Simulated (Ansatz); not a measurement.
# Si64O (interstitial O in Si, 64-site cell, O held 0.2 A off the bond axis): the cost of one run

Method: DFT LDA, scalar-relativistic, plane waves, PAW, in Ansatz 0.2.0.

### 1 The structure to begin with

It takes space group C2 (No. 5, monoclinic). The conventional cell has a = 15.361 Å, b = 15.361 Å, c = 10.862 Å, α = 90.00°, β = 90.00°, γ = 90.00°. Around O (site symmetry 2) lie 2 Si at 1.61 Å. Around Si (site symmetry 1) lie 1 O at 1.61 Å. Si (site symmetry 1) is surrounded by 4 Si at 2.30 to 2.36 Å. Si (site symmetry 1) is surrounded by 4 Si at 2.32 to 2.36 Å. Si (site symmetry 1) has 4 Si at 2.35 to 2.36 Å as nearest neighbours. Only part of the 33 independent sites is listed.

As a file:

```xyz
65
Lattice="10.8620 0.0000 0.0000 0.0000 10.8620 0.0000 0.0000 0.0000 10.8620" Properties=species:S:1:pos:R:3 pbc="T T T"
O     0.5375    0.8203    0.6789
Si   10.6064   10.6285   10.6173
Si    1.5913    1.6133    1.6024
Si    0.0373    2.8220    2.8260
Si    2.8037    0.0327    2.8003
Si    2.8167    2.8090    0.0352
Si    1.3251    9.4161    9.4194
Si    9.3978    1.3204    9.3938
Si    9.4107    9.4030    1.3225
Si   10.8617    2.6923    8.1601
Si   10.8628    8.1581    2.6949
Si    2.6939   10.8618    8.1601
Si    8.1621   10.8604    2.6912
Si    2.6956    8.1584   10.8628
Si    8.1622    2.6904   10.8603
Si    1.3593    4.0576    9.5286
Si    1.3579    9.5259    4.0597
Si    4.0616    1.3569    9.5249
Si    9.5275    1.3581    4.0597
Si    4.0614    9.5242    1.3569
Si    9.5293    4.0576    1.3594
Si    0.0005    0.0005    5.4305
Si    0.0005    5.4305    0.0005
Si    5.4305    0.0005    0.0005
Si   10.8270    8.0793    8.0793
Si    8.0793   10.8270    8.0793
Si    8.0793    8.0793   10.8270
Si    1.3572    1.3572    6.7892
Si    1.3572    6.7892    1.3572
Si    6.7892    1.3572    1.3572
Si    1.3927    4.1405    4.1405
Si    4.1405    1.3927    4.1405
Si    4.1405    4.1405    1.3927
Si    5.4629    2.7309    2.7309
Si    2.7309    5.4629    2.7309
Si    2.7309    2.7309    5.4629
Si    6.7568    9.4889    9.4889
Si    9.4889    6.7568    9.4889
Si    9.4889    9.4889    6.7568
Si    5.4273    2.7028    8.1614
Si    5.4273    8.1614    2.7028
Si    2.7028    5.4273    8.1614
Si    8.1614    5.4273    2.7028
Si    2.7028    8.1614    5.4273
Si    8.1614    2.7028    5.4273
Si    6.7925    4.0584    9.5169
Si    6.7925    9.5169    4.0584
Si    4.0584    6.7925    9.5169
Si    9.5169    6.7925    4.0584
Si    4.0584    9.5169    6.7925
Si    9.5169    4.0584    6.7925
Si   10.8553    5.4483    5.4483
Si    5.4483   10.8553    5.4483
Si    5.4483    5.4483   10.8553
Si    5.4037    8.1350    8.1350
Si    8.1350    5.4037    8.1350
Si    8.1350    8.1350    5.4037
Si    1.3645    6.7714    6.7714
Si    6.7714    1.3645    6.7714
Si    6.7714    6.7714    1.3645
Si    6.8160    4.0847    4.0847
Si    4.0847    6.8160    4.0847
Si    4.0847    4.0847    6.8160
Si    5.4327    5.4327    5.4327
Si    6.7871    6.7871    6.7871
```

### 2 Phonons: Si64O defect cell, no spin

It takes the final geometry of an earlier run.

File input.yaml:

```yaml
crystal:
  lattice:
    - [10.862, 0.0, 0.0]
    - [0.0, 10.862, 0.0]
    - [0.0, 0.0, 10.862]
  atoms:
    - { symbol: O, position: [0.04948017, 0.07551983, 0.0625] }
    - { symbol: Si, position: [0.9764692764, 0.9785006709, 0.9774722266] }
    - { symbol: Si, position: [0.1464993291, 0.1485307236, 0.1475277734] }
    - { symbol: Si, position: [0.0034359628, 0.2598006269, 0.2601723259] }
    - { symbol: Si, position: [0.2581170203, 0.0030093392, 0.2578089055] }
    - { symbol: Si, position: [0.259320644, 0.2586085535, 0.0032422057] }
    - { symbol: Si, position: [0.1219906608, 0.8668829797, 0.8671910945] }
    - { symbol: Si, position: [0.8651993731, 0.1215640372, 0.8648276741] }
    - { symbol: Si, position: [0.8663914465, 0.865679356, 0.1217577943] }
    - { symbol: Si, position: [0.999969732, 0.247860944, 0.7512517474] }
    - { symbol: Si, position: [1.0000779415, 0.7510702878, 0.2480999165] }
    - { symbol: Si, position: [0.2480112075, 0.9999838411, 0.7512511883] }
    - { symbol: Si, position: [0.751439109, 0.9998543064, 0.2477599974] }
    - { symbol: Si, position: [0.2481637411, 0.7510936728, 1.0000739418] }
    - { symbol: Si, position: [0.7514434083, 0.2476913538, 0.9998436154] }
    - { symbol: Si, position: [0.1251456936, 0.373560891, 0.8772400026] }
    - { symbol: Si, position: [0.1250161589, 0.8769887925, 0.3737488117] }
    - { symbol: Si, position: [0.3739297122, 0.1249220585, 0.8769000835] }
    - { symbol: Si, position: [0.877139056, 0.125030268, 0.3737482526] }
    - { symbol: Si, position: [0.3739063272, 0.8768362589, 0.1249260582] }
    - { symbol: Si, position: [0.8773086462, 0.3735565917, 0.1251563846] }
    - { symbol: Si, position: [5.0e-05, 5.0e-05, 0.499955] }
    - { symbol: Si, position: [5.0e-05, 0.499955, 5.0e-05] }
    - { symbol: Si, position: [0.499955, 5.0e-05, 5.0e-05] }
    - { symbol: Si, position: [0.996778, 0.743812, 0.743812] }
    - { symbol: Si, position: [0.743812, 0.996778, 0.743812] }
    - { symbol: Si, position: [0.743812, 0.743812, 0.996778] }
    - { symbol: Si, position: [0.12495, 0.12495, 0.625045] }
    - { symbol: Si, position: [0.12495, 0.625045, 0.12495] }
    - { symbol: Si, position: [0.625045, 0.12495, 0.12495] }
    - { symbol: Si, position: [0.128222, 0.381188, 0.381188] }
    - { symbol: Si, position: [0.381188, 0.128222, 0.381188] }
    - { symbol: Si, position: [0.381188, 0.381188, 0.128222] }
    - { symbol: Si, position: [0.502938, 0.251415, 0.251415] }
    - { symbol: Si, position: [0.251415, 0.502938, 0.251415] }
    - { symbol: Si, position: [0.251415, 0.251415, 0.502938] }
    - { symbol: Si, position: [0.622062, 0.873585, 0.873585] }
    - { symbol: Si, position: [0.873585, 0.622062, 0.873585] }
    - { symbol: Si, position: [0.873585, 0.873585, 0.622062] }
    - { symbol: Si, position: [0.499655, 0.248832, 0.75137] }
    - { symbol: Si, position: [0.499655, 0.75137, 0.248832] }
    - { symbol: Si, position: [0.248832, 0.499655, 0.75137] }
    - { symbol: Si, position: [0.75137, 0.499655, 0.248832] }
    - { symbol: Si, position: [0.248832, 0.75137, 0.499655] }
    - { symbol: Si, position: [0.75137, 0.248832, 0.499655] }
    - { symbol: Si, position: [0.625345, 0.37363, 0.876168] }
    - { symbol: Si, position: [0.625345, 0.876168, 0.37363] }
    - { symbol: Si, position: [0.37363, 0.625345, 0.876168] }
    - { symbol: Si, position: [0.876168, 0.625345, 0.37363] }
    - { symbol: Si, position: [0.37363, 0.876168, 0.625345] }
    - { symbol: Si, position: [0.876168, 0.37363, 0.625345] }
    - { symbol: Si, position: [0.999382, 0.501593, 0.501593] }
    - { symbol: Si, position: [0.501593, 0.999382, 0.501593] }
    - { symbol: Si, position: [0.501593, 0.501593, 0.999382] }
    - { symbol: Si, position: [0.497491, 0.748945, 0.748945] }
    - { symbol: Si, position: [0.748945, 0.497491, 0.748945] }
    - { symbol: Si, position: [0.748945, 0.748945, 0.497491] }
    - { symbol: Si, position: [0.125618, 0.623407, 0.623407] }
    - { symbol: Si, position: [0.623407, 0.125618, 0.623407] }
    - { symbol: Si, position: [0.623407, 0.623407, 0.125618] }
    - { symbol: Si, position: [0.627509, 0.376055, 0.376055] }
    - { symbol: Si, position: [0.376055, 0.627509, 0.376055] }
    - { symbol: Si, position: [0.376055, 0.376055, 0.627509] }
    - { symbol: Si, position: [0.500153, 0.500153, 0.500153] }
    - { symbol: Si, position: [0.624847, 0.624847, 0.624847] }
scf:
  occupations: { method: fixed }
output:
  stress: false
  eigenvalues: true
kpoints:
  mp_grid: { grid: [2, 2, 2], shift: [0.5, 0.5, 0.5] }
hamiltonian:
  xc: lda
basis:
  xc_grid: 3
phonons:
  supercell: [1, 1, 1]
  displaced_sites: [0, 1, 2]
  amplitude: 0.01
```

Launch:

```bash
$ ansatz run input.yaml --threads 8 --pin off --max-ram 18432MiB --backend cpu --events-out ev --progress --plain --runs-dir out
```

**Question.** How long does this run take on 8 threads of Arm Neoverse N1, shared host, and how much memory does it need?

About 6.1 min, with a peak of 4.1 GiB.
